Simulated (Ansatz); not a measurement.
## A sublattice moved along a line in HfN

Level of theory: DFT PBEsol, scalar-relativistic, plane waves, PAW in Ansatz 0.2.0. The runs took a 420 eV cutoff, a Γ-centred 16×16×16 mesh and Gaussian smearing (0.15 eV). Spin–orbit coupling is left out, which can shift energies with elements as heavy as these. No spin polarisation. Energies are free energies at this smearing, counted from the undisturbed cell; pressure is positive in compression.

Zero of the scan (as given, not relaxed at this level; it stands at -5.0 GPa; this zinc-blende form isn't the usual structure):

```xyz
2
Lattice="0.0000 2.4548 2.4548 2.4548 0.0000 2.4548 2.4548 2.4548 0.0000" Properties=species:S:1:pos:R:3 pbc="T T T"
Hf    0.0000    0.0000    0.0000
N     3.6822    3.6822    3.6822
```

Every Hf atom is moved by x along the Cartesian unit vector (0.000, 0.000, 1.000); the cell and all other atoms stay fixed. The cell is metallic on the mesh throughout.

| x (Å) | ΔE (meV/cell) |
| --- | --- |
| -0.1000 | 57.2 |
| -0.0500 | 14.3 |
| 0.0000 | 0.0 |
| 0.0125 | 0.9 |
| 0.0250 | 3.6 |
| 0.0375 | 8.1 |
| 0.0625 | 22.4 |
| 0.0750 | 32.1 |
| 0.0875 | 43.7 |

Task: Predict the force along x on the moved atoms (eV/Å) at each point.

Result:
| x (Å) | force along x on the moved atoms (eV/Å) |
| --- | --- |
| -0.1000 | 1.15 |
| -0.0500 | 0.57 |
| 0.0000 | 0.00 |
| 0.0125 | -0.14 |
| 0.0250 | -0.29 |
| 0.0375 | -0.43 |
| 0.0625 | -0.71 |
| 0.0750 | -0.85 |
| 0.0875 | -1.00 |